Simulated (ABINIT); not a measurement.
Crystal: Na2S.

```
S Na
1.0
     0.00000    3.27350    3.27350
     3.27350    0.00000    3.27350
     3.27350    3.27350    0.00000
S Na
1 2
Direct
  0.00000 0.00000 0.00000
  0.75000 0.75000 0.75000
  0.25000 0.25000 0.25000
```

Base run:

```yaml
Program: ABINIT 10.8.3 (patched build)
Functional: PBEsol
Potentials_or_basis: PseudoDojo NC SR PBEsol v0.4.1 standard
Cutoff: 1197 eV
k_mesh: 7 × 7 × 7
Occupations: fermi-dirac, width 0.05 eV
Spin: no spin polarisation
```

Its results: band gap on the k mesh 2.36 eV, direct; pressure -0.6 GPa.

**Question.** The run is repeated on the same cell with these changes: functional from PBEsol to r2SCAN; potentials or basis from PseudoDojo NC SR PBEsol v0.4.1 standard to JTH PAW PBE v2.0; cutoff from 1197 eV to 1306 eV. What comes out?

**Answer.** Band gap on the k mesh 3.01 eV, direct; pressure -0.3 GPa.

Caveats: the PAW data sets were made with another functional, which shifts forces and pressure a little (some runs).
